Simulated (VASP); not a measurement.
Write the native input for VASP 6.6.1 that does the following.

```
Task                   : band structure
Functional             : PBEsol
Potentials or basis    : VASP PAW PBE potentials, release 64 (V_sv, O)
Cutoff                 : 520 eV
k mesh                 : 8 × 4 × 6
Occupations            : gaussian, width 0.03 eV
Spin                   : no spin polarisation
Further INCAR settings : ALGO = Normal; EDIFF = 1e-06; NBANDS = 69
```

The structure of V2O5 lies in POSCAR:

```
V2O5                                    
1.0
    3.5507585293      0.0000000000      0.0000000000
    0.0000000000     11.6801801434      0.0000000000
    0.0000000000      0.0000000000      4.2513519350
  V               O             
     4    10
Direct
     0.0000000000000000    0.8521272426814034    0.1096971406700943
     0.0000000000000000    0.1478727573185967    0.1096971406700943
     0.5000000000000000    0.3521272426814034    0.8903028593299056
     0.5000000000000000    0.6478727573185966    0.8903028593299056
     0.0000000000000000    0.8537216142888024    0.4858805698865841
     0.0000000000000000    0.1462783857111973    0.4858805698865841
     0.5000000000000000    0.3537216142888025    0.5141194301134157
     0.5000000000000000    0.6462783857111976    0.5141194301134157
     0.0000000000000000    0.6816192774475996    0.9970513980581134
     0.0000000000000000    0.3183807225523932    0.9970513980581134
     0.5000000000000000    0.1816192774476068    0.0029486019418866
     0.5000000000000000    0.8183807225524004    0.0029486019418866
     0.0000000000000000    0.0000000000000000    0.0064676740244435
     0.5000000000000000    0.5000000000000000    0.9935323259755566
```

One way to write it, as run:

INCAR

```
PREC = Accurate
ENCUT = 520
EDIFF = 1E-6
ISMEAR = 0
SIGMA = 0.03
LREAL = F
LASPH = T
NELM = 80
ALGO = Normal
ISIF = 2
LWAVE = F
LCHARG = F
LMAXMIX = 4
GGA = PS
NBANDS = 69
KPAR = 4
```

KPOINTS

```
regular mesh
0
Gamma
  8 4 6
```

KPOINTS_OPT

```
explicit points
258
Reciprocal
 0.0000000000  0.0000000000  0.0000000000 1
-0.0357142857  0.0000000000  0.0000000000 1
-0.0714285714  0.0000000000  0.0000000000 1
-0.1071428571  0.0000000000  0.0000000000 1
-0.1428571429  0.0000000000  0.0000000000 1
-0.1785714286  0.0000000000  0.0000000000 1
[... 250 lines left out ...]
-0.5000000000  0.0000000000  0.0243316100 1
-0.5000000000  0.0000000000 -0.0243316100 1
```

Potentials or basis: VASP PAW PBE potentials, release 64 (V_sv, O).

The run is started by

```sh
$ cat potpaw_PBE.64/V_sv/POTCAR potpaw_PBE.64/O/POTCAR > POTCAR
$ mpirun -np 4 vasp_std > vasp.out
```

Results of the run:

- Pressure: -2.8 GPa
- Largest force: 0.451 eV/Å
- Band gap on the k mesh: 1.60 eV, indirect (least direct gap 1.92 eV)
- Band gap along the path: 1.60 eV, indirect (least direct gap 1.92 eV)

Caveat: the PAW data sets were made with another functional, which shifts forces and pressure a little.

It took 6.6 min on 4 MPI ranks on Intel(R) Xeon(R) 6975P-C (Granite Rapids), on a shared host, peak memory 0.88 GiB a rank.
